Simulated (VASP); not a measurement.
Crystal: NaI.

```
I Na
1.0
     0.00000    3.23640    3.23640
     3.23640    0.00000    3.23640
     3.23640    3.23640    0.00000
I Na
1 1
Direct
  0.50000 0.50000 0.50000
  0.00000 0.00000 0.00000
```

Base run:

- Program: VASP 6.6.1
- Functional: r2SCAN
- Potentials or basis: VASP PAW PBE potentials, release 64 (I, Na_pv)
- Cutoff: 520 eV
- k mesh: 7 × 7 × 7
- Occupations: fermi-dirac, width 0.05 eV
- Spin: no spin polarisation

Its results: band gap on the k mesh 4.44 eV, direct; pressure -0.3 GPa.

**Question.** The run is repeated on the same cell with these changes: functional from r2SCAN to SCAN; further incar settings from ALGO = Normal; EDIFF = 1e-06 to ALGO = Normal; EDIFF = 1e-06; NBANDS = 14. What comes out?

**Answer.** Band gap on the k mesh 4.38 eV, direct; pressure -0.4 GPa.

Caveats: the PAW data sets were made with another functional, which shifts forces and pressure a little; spin-orbit coupling is left out, which moves the levels of the heavy elements.
